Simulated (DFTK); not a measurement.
Crystal: NaF (Villiaumite).

```
Na F
1.0
     0.00000    2.32000    2.32000
     2.32000    0.00000    2.32000
     2.32000    2.32000    0.00000
Na F
1 1
Direct
  0.00000 0.00000 0.00000
  0.50000 0.50000 0.50000
```

Base run:

* Program: DFTK 0.8.2
* Functional: r2SCAN
* Potentials or basis: in-house norm-conserving set (r2SCAN, scalar relativistic)
* Cutoff: 1252 eV
* k mesh: 8 × 8 × 8
* Occupations: fermi-dirac, width 0.05 eV
* Spin: no spin polarisation

Its results: band gap on the k mesh 7.14 eV, direct; pressure -1.7 GPa.

Task: The run is repeated on the same cell with these changes: functional from r2SCAN to TASK. What comes out?

Result: Band gap on the k mesh 10.23 eV, direct; pressure 11.4 GPa.

Caveats: the program warned that the kinetic-energy density falls under its von Weizsäcker bound, which can give unphysical results; the potentials were made for another functional, which shifts forces and pressure (some runs).

Not every run made on this cell is shown here.
